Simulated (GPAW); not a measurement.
Ir: single point with PBE

The system is Ir.

```
Ir
1.0
     0.00000    1.91560    1.91560
     1.91560    0.00000    1.91560
     1.91560    1.91560    0.00000
Ir
1
Direct
  0.00000 0.00000 0.00000
```

```
Program             : GPAW 26.7.0
Task                : single point
Functional          : PBE
Potentials or basis : GPAW PAW data sets (gpaw-data 1.2.1)
Cutoff              : 600 eV
Basis               : pw
k mesh              : 12 × 12 × 12
Occupations         : gaussian, width 0.026 eV
Spin                : no spin polarisation
```

The pressure is 9.8 GPa. The band gap on the k mesh is none (metal or under the smearing width).

Levels at points of the mesh, in eV from the Fermi level:
```
           k point  band 3  band 4  band 5  band 6  band 7  band 8  band 9  band 10  band 11  band 12
(0.00, 0.00, 0.00)  -49.49  -11.15   -3.94   -3.94   -3.94   -1.24   -1.24    13.93    19.60    19.60
(0.50, 0.50, 0.00)  -49.79   -7.99   -7.40    0.84    1.47    1.47    1.66    10.65    11.59    11.59
(0.50, 0.50, 0.50)  -49.60   -8.14   -4.05   -4.05   -0.82    0.88    0.88     7.36    13.50    19.60
```

Wall time 7.7 s on 1 thread of Arm Neoverse V2, on a shared host, peak memory 0.14 GiB.

The run has no spin-orbit coupling, so splittings on Ir are missing.
